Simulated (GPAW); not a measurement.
# STM contrast on Zr2N(OH)2 MXene monolayer

What would a tunnelling microscope show on Zr2N(OH)2 MXene monolayer?

Main program and level: GPAW 26.7.0; GPAW, PAW setups; layer in a repeated cell with vacuum, relaxation of atoms and in-plane cell, in the first sound run; inputs show where later runs differ.

## Step 1: Set-up

The cell holds 7 atoms: 2 H, 2 O, 2 Zr and 1 N. Cell: a = 3.217 Å, b = 3.217 Å, c = 20.985 Å, α = 90.0°, β = 90.0°, γ = 120.0°. Vacuum lies along c.

## Step 2: Relaxing the atoms

The atoms are relaxed first, since the surface dipole, and with it the work function, follows the positions of the outer layers.

run.py

```python
import json
import numpy as np
from ase import Atoms
from ase.filters import FrechetCellFilter
from ase.optimize import BFGS
from gpaw import GPAW, PW

slab = Atoms(
    ['H', 'O', 'Zr', 'N', 'Zr', 'O', 'H'],
    positions=[
        [-0.00000, 1.85762, 7.00000],
        [-0.00000, 1.85762, 7.98000],
        [1.60875, 0.92881, 9.22276],
        [0.00000, 0.00000, 10.49230],
        [-0.00000, 1.85762, 11.76184],
        [1.60875, 0.92881, 13.00460],
        [1.60875, 0.92881, 13.98460]],
    cell=[[3.2175, 0.0, 0.0], [-1.60875, 2.78644, 0.0], [0.0, 0.0, 20.9846]],
    pbc=[True, True, True])

slab.calc = GPAW(mode=PW(600), xc='PBE', kpts={'size': (12, 12, 1), 'gamma': True},
                 occupations={'name': 'fermi-dirac', 'width': 0.05}, nbands='160%',
                 convergence={'density': 1e-05}, maxiter=200,
                 symmetry={'tolerance': 1e-3}, txt='slab.txt')
result = {}
# The in-plane cell is free; stress needs a cell that repeats along all three vectors
path = []
opt = BFGS(FrechetCellFilter(slab, mask=[1, 1, 0, 0, 0, 1]), maxstep=0.2)
opt.attach(lambda: path.append((slab.get_potential_energy(), slab.positions.tolist(), slab.get_forces().tolist())))
result['relaxed'] = bool(opt.run(fmax=0.02, steps=45))
result['path'] = path
result['cell'] = slab.cell.tolist()
print('in-plane lattice', slab.cell.cellpar().round(4)[[0, 1, 5]])
energy = slab.get_potential_energy()
fermi = slab.calc.get_fermi_level()
v = slab.calc.get_electrostatic_potential().mean((0, 1)) - fermi
n = slab.calc.get_pseudo_density().mean((0, 1))
L = slab.cell[2, 2]
z = np.arange(len(v)) * L / len(v)
low, high = slab.positions[:, 2].min(), slab.positions[:, 2].max()
below, above = np.interp([low - 4.8, high + 4.8], z, v)
slopes = [np.interp(x, z, np.gradient(v, z)) for x in (low - 4.8, high + 4.8)]
eps = np.array([[slab.calc.get_eigenvalues(k, s) for k in range(len(slab.calc.get_ibz_k_points()))]
                for s in range(slab.calc.get_number_of_spins())]) - fermi
top, bottom = eps[eps < 0].max(), eps[eps > 0].min()
dipole = slab.get_dipole_moment()[2]
print(f'energy {energy:.4f} eV, Fermi level {fermi:.4f} eV, dipole {dipole:.5f} e A')
print(f'potential 4.8 A off the faces, from the Fermi level: lower {below:.4f} eV, upper {above:.4f} eV')
print(f'slope of the potential there: lower {slopes[0]:.5f}, upper {slopes[1]:.5f} eV/A')
print(f'nearest levels on the mesh: {top:.4f} and {bottom:.4f} eV')
print('magnetic moment', round(slab.get_magnetic_moment(), 3))
result.update(energy=energy, fermi=fermi, dipole=dipole, below=below, above=above, slopes=slopes, edges=[top, bottom],
              z=z.tolist(), v=v.tolist(), n=n.tolist(), positions=slab.positions.tolist(),
              forces=slab.get_forces(apply_constraint=False).tolist(), moments=slab.get_magnetic_moments().tolist())
json.dump(result, open('result.json', 'w'))
```

The run is started by

```sh
> OMP_NUM_THREADS=1 OPENBLAS_NUM_THREADS=1 python run.py
```

What it wrote:

```text
Step          Energy          fmax
BFGS:    0      -51.203775        2.225536
BFGS:    1      -51.333112        1.037262
BFGS:    2      -51.378620        0.227028
BFGS:    3      -51.382051        0.168164
BFGS:    4      -51.401660        0.289359
BFGS:    5      -51.407079        0.153864
BFGS:    6      -51.408168        0.100031
BFGS:    7      -51.407649        0.097034
BFGS:    8      -51.404366        0.122831
BFGS:    9      -51.397399        0.176534
BFGS:   10      -51.389082        0.138471
BFGS:   11      -51.385814        0.048362
BFGS:   12      -51.386010        0.003561
in-plane lattice [  3.2067   3.2067 120.    ]
energy -51.3785 eV, Fermi level 2.4238 eV, dipole 0.00001 e A
potential 4.8 A off the faces, from the Fermi level: lower 2.3732 eV, upper 2.3732 eV
slope of the potential there: lower -0.00943, upper 0.00943 eV/A
nearest levels on the mesh: -0.0753 and 0.0187 eV
magnetic moment 0.0
```

Run time: 11 min. Hardware: 1 thread of Intel Xeon Platinum 8488C (Sapphire Rapids), shared host; peak memory 0.46 GiB.

Numbers from this step:

```
dipole along the normal                    : 5.84e-6 e·Å
levels nearest the Fermi level on the mesh : -0.07531, 0.01874 eV from the Fermi level
```

Table of electrostatic potential energy of an electron (without an applied field's), less the Fermi level, planar mean by z:

| z (Å) | electrostatic potential energy of an electron (without an applied field's), less the Fermi level, planar mean (eV) |
| --- | --- |
| 0.0 | 2.38 |
| 0.5 | 2.38 |
| 1.0 | 2.38 |
| 1.5 | 2.38 |
| 2.0 | 2.37 |
| 2.5 | 2.37 |
| 3.0 | 2.36 |
| 3.5 | 2.33 |
| 4.0 | 2.29 |
| 4.5 | 2.19 |
| 5.0 | 2.03 |
| 5.5 | 1.74 |
| 6.0 | 1.21 |
| 6.5 | 0.126 |
| 7.0 | -1.26 |
| 7.5 | -2.70 |
| 8.0 | -9.92 |
| 8.5 | -7.82 |
| 9.0 | -20.4 |
| 9.5 | -20.6 |
| 10.0 | -9.28 |
| 10.5 | -13.8 |
| 11.0 | -9.38 |
| 11.5 | -20.9 |
| 12.0 | -20.0 |
| 12.5 | -7.57 |
| 13.0 | -10.1 |
| 13.5 | -2.47 |
| 14.0 | -1.30 |
| 14.5 | 0.180 |
| 15.0 | 1.24 |
| 15.5 | 1.75 |
| 16.0 | 2.04 |
| 16.5 | 2.20 |
| 17.0 | 2.29 |
| 17.5 | 2.33 |
| 18.0 | 2.36 |
| 18.5 | 2.37 |
| 19.0 | 2.37 |
| 19.5 | 2.38 |
| 20.0 | 2.38 |
| 20.5 | 2.38 |

The pseudo valence density, planar mean oscillates, so the rows of the table below give means over windows of 1.31 Å about each position, cut where the curve ends. Its maxima inside the range that stand out by 2 % of the span (Å: e/Å³): 7.9: 0.849, 9.3: 1.22, 10.5: 0.717, 11.7: 1.22, 13.1: 0.849. Its minima: 8.6: 0.444, 10.0: 0.582, 11.0: 0.582, 12.4: 0.444.

The pseudo valence density, planar mean by z; means over each step:

z (Å), pseudo valence density, planar mean (e/Å³) and a bar:
```
     1.97       0.00 
     3.28       0.00 
     4.58       0.00 
     5.90       0.01 #
     7.21       0.32 ############
     8.52       0.70 ##########################
     9.82       0.80 ##############################
    11.13       0.79 ##############################
    12.45       0.70 ##########################
    13.76       0.34 #############
    15.06       0.02 #
    16.38       0.00 
    17.69       0.00 
    19.00       0.00
```

The relaxation lowered the energy of the cell by 0.183 eV (energies extrapolated to zero smearing; the optimiser's log prints free energies). The largest force left on a free atom is 0.0036 eV/Å.

## Step 3: The slab's potential

With the geometry fixed, the planar mean of the potential gives the vacuum level on each side.

This step: GPAW, PAW setups; slab in vacuum (GPAW 26.7.0).

The cell differs from the one that the last finished run ended in (c 20.985 → 21.158 Å).

run.py

```python
import json
import numpy as np
from ase import Atoms
from ase.dft.stm import STM
from gpaw import GPAW, PW

slab = Atoms(
    ['H', 'O', 'Zr', 'N', 'Zr', 'O', 'H'],
    positions=[
        [-0.00000, 1.85140, 7.00000],
        [-0.00000, 1.85140, 7.97924],
        [1.60336, 0.92570, 9.34451],
        [0.00000, 0.00000, 10.57893],
        [-0.00000, 1.85140, 11.81334],
        [1.60336, 0.92570, 13.17861],
        [1.60336, 0.92570, 14.15786]],
    cell=[[3.20672, -0.0, 0.0], [-1.60336, 2.7771, 0.0], [0.0, 0.0, 21.1579]],
    pbc=[True, True, False])

slab.calc = GPAW(mode=PW(500), xc='PBE', kpts={'size': (12, 12, 1), 'gamma': True},
                 occupations={'name': 'fermi-dirac', 'width': 0.05}, nbands='160%',
                 convergence={'density': 1e-05}, maxiter=200,
                 poissonsolver={'dipolelayer': 'xy'},
                 symmetry={'tolerance': 1e-3}, txt='slab.txt')
result = {}
energy = slab.get_potential_energy()
fermi = slab.calc.get_fermi_level()
v = slab.calc.get_electrostatic_potential().mean((0, 1)) - fermi
n = slab.calc.get_pseudo_density().mean((0, 1))
L = slab.cell[2, 2]
z = np.arange(len(v)) * L / len(v)
low, high = slab.positions[:, 2].min(), slab.positions[:, 2].max()
below, above = np.interp([low - 4.8, high + 4.8], z, v)
slopes = [np.interp(x, z, np.gradient(v, z)) for x in (low - 4.8, high + 4.8)]
eps = np.array([[slab.calc.get_eigenvalues(k, s) for k in range(len(slab.calc.get_ibz_k_points()))]
                for s in range(slab.calc.get_number_of_spins())]) - fermi
top, bottom = eps[eps < 0].max(), eps[eps > 0].min()
dipole = slab.get_dipole_moment()[2]
print(f'energy {energy:.4f} eV, Fermi level {fermi:.4f} eV, dipole {dipole:.5f} e A')
print(f'potential 4.8 A off the faces, from the Fermi level: lower {below:.4f} eV, upper {above:.4f} eV')
print(f'slope of the potential there: lower {slopes[0]:.5f}, upper {slopes[1]:.5f} eV/A')
print(f'nearest levels on the mesh: {top:.4f} and {bottom:.4f} eV')
print('magnetic moment', round(slab.get_magnetic_moment(), 3))
result.update(energy=energy, fermi=fermi, dipole=dipole, below=below, above=above, slopes=slopes, edges=[top, bottom],
              z=z.tolist(), v=v.tolist(), n=n.tolist(), positions=slab.positions.tolist(),
              forces=slab.get_forces(apply_constraint=False).tolist(), moments=slab.get_magnetic_moments().tolist())

# Images need the states of the whole zone, up to time reversal
slab.calc = slab.calc.fixed_density(symmetry={'point_group': False}, txt='states.txt', nbands='250%',
                                    convergence={'bands': 'CBM+1.3'})
stm = STM(slab)
result['stm'] = []
for bias in [-1.0, 1.0]:
    height = high + 3.0
    current = stm.get_averaged_current(bias, height)
    x, y, h = stm.scan(bias, current)
    i, f = divmod(height / L * stm.ldos.shape[2], 1)
    I = abs((1 - f) * stm.ldos[:, :, int(i)] + f * stm.ldos[:, :, int(i) + 1])
    print(f'bias {bias} V: mean current at 3.0 A {current:.4e}, corrugation {np.ptp(h):.4f} A')
    result['stm'].append(dict(bias=bias, current=current, h=(h - high).tolist(), I=I.tolist()))
json.dump(result, open('result.json', 'w'))
```

What it wrote:

```text
energy -50.2224 eV, Fermi level 2.3812 eV, dipole -0.00077 e A
potential 4.8 A off the faces, from the Fermi level: lower 2.3738 eV, upper 2.3898 eV
slope of the potential there: lower -0.00995, upper 0.00995 eV/A
nearest levels on the mesh: -0.0762 and 0.0200 eV
magnetic moment 0.0
bias -1.0 V: mean current at 3.0 A 3.0986e-04, corrugation 0.0450 A
bias 1.0 V: mean current at 3.0 A 1.5657e-03, corrugation 0.0495 A
```

Elapsed: 3.8 min, on 1 thread; peak memory 0.74 GiB.

This step gave:

```yaml
dipole_along_the_normal: -7.71e-4 e·Å
levels_nearest_the_fermi_level_on_the_mesh: -0.07625, 0.02004 eV from the Fermi level
upper_work_function: 2.390 eV
lower_work_function: 2.374 eV
corrugation_minus_1: 0.04500 Å
corrugation_1: 0.04952 Å
```

Table of electrostatic potential energy of an electron (without an applied field's), less the Fermi level, planar mean by z:

z (Å), electrostatic potential energy of an electron (without an applied field's), less the Fermi level, planar mean (eV) and a bar from the least value:
```
      0.0        2.4 ##############################
      0.5        2.4 ##############################
      1.0        2.4 ##############################
      1.5        2.4 ##############################
      2.0        2.4 ##############################
      2.5        2.4 ##############################
      3.0        2.4 ##############################
      3.5        2.3 ##############################
      4.0        2.3 ##############################
      4.5        2.2 ##############################
      5.0        2.1 ##############################
      5.5        1.8 #############################
      6.0        1.3 #############################
      6.5        0.4 ############################
      7.0       -1.4 #########################
      7.5       -1.6 #########################
      8.0      -10.4 ###############
      8.5       -6.8 ###################
      9.0      -18.0 #####
      9.5      -22.4 
     10.0      -10.2 ###############
     10.5      -13.3 ###########
     11.0       -9.0 ################
     11.5      -18.7 #####
     12.0      -22.1 
     12.5       -9.0 ################
     13.0       -9.0 ################
     13.5       -4.0 ######################
     14.0       -0.9 ##########################
     14.5       -0.1 ###########################
     15.0        1.1 ############################
     15.5        1.7 #############################
     16.0        2.0 ##############################
     16.5        2.2 ##############################
     17.0        2.3 ##############################
     17.5        2.3 ##############################
     18.0        2.4 ##############################
     18.5        2.4 ##############################
     19.0        2.4 ##############################
     19.5        2.4 ##############################
     20.0        2.4 ##############################
     20.5        2.4 ##############################
     21.0        2.4 ##############################
```

The pseudo valence density, planar mean oscillates, so the rows of the table below give means over windows of 1.32 Å about each position, cut where the curve ends. Its maxima inside the range that stand out by 2 % of the span (Å: e/Å³): 7.9: 0.835, 9.3: 1.18, 10.6: 0.714, 11.9: 1.18, 13.2: 0.835. Its minima: 8.7: 0.452, 10.0: 0.581, 11.1: 0.581, 12.5: 0.452.

Pseudo valence density, planar mean against z; means over each step:

| z (Å) | pseudo valence density, planar mean (e/Å³) |
| --- | --- |
| 1.98 | 6.3e-5 |
| 3.30 | 3.8e-4 |
| 4.62 | 0.00182 |
| 5.94 | 0.0128 |
| 7.26 | 0.307 |
| 8.58 | 0.691 |
| 9.90 | 0.806 |
| 11.22 | 0.795 |
| 12.54 | 0.700 |
| 13.86 | 0.328 |
| 15.18 | 0.0142 |
| 16.50 | 0.00190 |
| 17.82 | 4.1e-4 |
| 19.14 | 6.7e-5 |

Tip height over the top atom over a1 and a2. Sample bias -1 V, constant current at the mean current 3.0 Å over the top atom.

Ten even steps from '0' (2.988 Å) to '9' (3.033 Å):
```
321100122221001123
110000111110000112
110000000000001111
100000000000001111
100000000000012222
211000000011222222
221000000122333333
321000001233455543
221000012235666653
321000123356888653
210000123568998653
200000234689998643
100001235689986532
110112235688865322
111112235666653221
121112234555432211
332112233333322112
331111223232211113
```
Columns: a1 from 0 to 0.944; rows upwards: a2 from 0 to 0.944.

Local density of states summed over the bias window over a1 and a2. Sample bias -1 V, constant height 3.0 Å over the top atom.

Ten even steps from '_' (3.05 × 1e-4 arbitrary) to '@' (3.23 × 1e-4 arbitrary):
```
--::....____..::::::::..____....::--
::....______..........______....::::
....________________________........
..__________________________........
..________________________..::::::::
::....______________....::::::::::::
::::..____________..::::------------
--::..__________..::----==++++++==--
::::..________..::::--++********++--
--::..______..::----++**%%%%%%**++--
::..________..::--++**%%@@@@%%**++--
::__________::--==**%%@@@@@@%%**==--
..________..::--++**%%@@@@%%**++--::
..........::::--++**%%%%%%**++--::::
..........::::--++********++--::::..
::::::....::::--==++++++==--::::....
----::....::::------------::::....::
----::......::::--::--::::......::--
```
Columns: a1 from 0 to 0.944; rows upwards: a2 from 0 to 0.944.

(Continued in part 2 of 2.)

[Logs are printed without paths, hosts, clocks, repeated set-up lines and the standing remarks that a program may print on its own settings, such as how far it seeks lower states.]

[Hosts, paths, dates, database ids (printed as entryN), source tags and the programs' standing remarks are cut or masked in the printed files.]
